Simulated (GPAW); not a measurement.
Runs of GPAW 26.7.0 on WC (Qusongite). It takes space group P-6m2 (No. 187, hexagonal). Conventional cell: a = 2.907 Å, b = 2.907 Å, c = 2.837 Å, α = 90.00°, β = 90.00°, γ = 120.00°. W (site symmetry -6m2) has 6 C at 2.20 Å as nearest neighbours. C (site symmetry -6m2) has 6 W at 2.20 Å as nearest neighbours. 

| task | level | potentials or basis | U | cell | k mesh | cutoff (eV) | maxiter | optimizer | fmax | max steps | convergence | gap on the mesh (eV) | pressure (GPa) | relaxed volume (Å³/atom) |
| --- | --- | --- | --- | --- | --- | --- | --- | --- | --- | --- | --- | --- | --- | --- |
| relaxation of cell and atoms | PBEsol+D3(BJ)+ATM | PAW data sets generated in the run's folder for this functional, pw | - | relaxed | 9 × 9 × 8 | 800 | 150 | BFGS | 0.02 eV/Å | 60 | density=1e-05 forces=0.0001 | none | 0.0 | (b) |
| single point | PBE+U | GPAW PAW data sets (gpaw-data 1.2.1), pw | W d U = 5.3 eV | as given | 8 × 8 × 8 | 600 | 120 | - | - | - | default | none | 11.5 | - |
| relaxation of cell and atoms | PBEsol+D3 | PAW data sets generated in the run's folder for this functional, pw | - | relaxed | 9 × 9 × 8 | 800 | 150 | BFGS | 0.02 eV/Å | 60 | density=1e-05 forces=0.0001 | none | 0.0 | 10.18 |
| relaxation of cell and atoms | PBEsol+D4 | PAW data sets generated in the run's folder for this functional, pw | - | relaxed | 9 × 9 × 8 | 800 | 150 | BFGS | 0.02 eV/Å | 60 | density=1e-05 forces=0.0001 | none | 0.1 | 10.17 |
| relaxation of cell and atoms | PBEsol+D3(BJ) | PAW data sets generated in the run's folder for this functional, pw | - | relaxed | 9 × 9 × 8 | 800 | 150 | BFGS | 0.02 eV/Å | 60 | density=1e-05 forces=0.0001 | none | 0.0 | (a) |

Alike in all rows: no spin polarisation; smearing fermi-dirac 0.05 eV.

Problem. Estimate the missing entries.

Solution. (a) 10.10; (b) 10.14.

Caveats: later steps reuse the first step's grids (some runs); pairwise dispersion overbinds metals, which lowers pressure and volume (some runs); the cutoff is short for stress and forces, so pressures can be off by a GPa or more (some runs); U without spin polarisation on a metal has little footing (some runs); the U is typed as a test and isn't derived for this compound (some runs).

A k mesh can miss the band edges, and the runs leave out spin-orbit coupling on W.

A gap of «none» marks a metal or a gap under the smearing width.
